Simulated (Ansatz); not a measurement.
Given:

ZrO₂:
```xyz
12
Lattice="5.1893 0.0000 0.0000 0.0000 5.2417 0.0000 -0.9038 0.0000 5.3026" Properties=species:S:1:pos:R:3 pbc="T T T"
Zr     3.0447     5.0119     4.1883
Zr     1.2408     0.2299     1.1144
Zr     0.7889     2.3910     3.7657
Zr     3.4966     2.8507     1.5370
O     -0.4317     0.9112     4.5082
O      4.7172     4.3305     0.7944
O      4.2653     3.5321     3.4457
O      0.0202     1.7097     1.8569
O      2.8262     1.3458     0.1310
O      1.4593     3.8960     5.1716
O      1.9112     3.9666     2.5203
O      2.3743     1.2751     2.7824
```

This is the PBE-relaxed structure. x, y and z are the axes in which the lattice vectors are written.

Question: All from plane-wave PAW PBE (Ansatz code), unless another level is named. Predict the band gap.

Answer: 3.66 eV (indirect).

Question: And the hole effective mass with spin–orbit coupling?

Answer: 2.8 along y, 1.4 along z (mₑ).

Question: Give the valence-band maximum.

Answer: at Γ.

Space group P2_1/c. The cell was relaxed with PBE under the symmetry of its start. The run is not spin-polarised. Spin–orbit coupling is left out wherever it is not named.

Potentials: the earlier of the program's two PAW sets.
